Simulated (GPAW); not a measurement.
Runs of GPAW 26.7.0 on ZrC. It takes space group Fm-3m (No. 225, cubic). The conventional cell has a = 4.730 Å, b = 4.730 Å, c = 4.730 Å, α = 90.00°, β = 90.00°, γ = 90.00°. Zr (site symmetry m-3m) is surrounded by 6 C at 2.37 Å. Around C (site symmetry m-3m) lie 6 Zr at 2.37 Å. 

```csv
task,level,potentials or basis,cell,cutoff (eV),older calculator (legacy_gpaw),convergence,supercell,supercell k mesh,displacement,gap on the mesh (eV),pressure (GPa),relaxed volume (Å³/atom)
phonons,optB88-vdW,"GPAW PAW data sets (gpaw-data 1.2.1), pw",atoms relaxed,680,yes,density=1e-06 eigenstates=1e-09,1 × 1 × 1,10 × 10 × 10,0.03,none,-,-
relaxation of cell and atoms,PBEsol,"PAW data sets generated in the run's folder for this functional, pw",relaxed,800,-,density=1e-05 forces=0.0001,-,-,-,none,0.0,(a)
relaxation of cell and atoms,PBEsol+D3(BJ),"PAW data sets generated in the run's folder for this functional, pw",relaxed,800,-,density=1e-05 forces=0.0001,-,-,-,none,0.0,12.40
relaxation of cell and atoms,PBEsol+D4,"PAW data sets generated in the run's folder for this functional, pw",relaxed,800,-,density=1e-05 forces=0.0001,-,-,-,none,0.0,12.57
relaxation of cell and atoms,PBEsol+D3(BJ)+ATM,"PAW data sets generated in the run's folder for this functional, pw",relaxed,800,-,density=1e-05 forces=0.0001,-,-,-,none,0.0,12.44
relaxation of cell and atoms,PBEsol+D3,"PAW data sets generated in the run's folder for this functional, pw",relaxed,800,-,density=1e-05 forces=0.0001,-,-,-,none,0.0,(b)
gruneisen,revPBE+D3(BJ),"the program's PAW data sets (release 1.2.1) made for this functional, pw",relaxed,680,-,density=1e-06 eigenstates=1e-09,1 × 1 × 1,10 × 10 × 10,0.01,none,0.0,-
```

Alike in all rows: no spin polarisation; k mesh 10 × 10 × 10; smearing fermi-dirac 0.05 eV.

Q: Fill in the values left out.

A: (a) 12.67; (b) 12.49.

Caveats: later steps reuse the first step's grids (some runs); pairwise dispersion overbinds metals, which lowers pressure and volume (some runs); the cutoff is short for stress and forces, so pressures can be off by a GPa or more (some runs); the PAW data sets were made with another functional, which shifts forces and pressure a little (some runs); the density grid can change from cell to cell, which puts small steps into energies and stress (some runs).

A k mesh can miss the band edges, and the runs leave out spin-orbit coupling on Zr.

A gap of «none» marks a metal or a gap under the smearing width.

Runs at the PBE level aren't shown here.
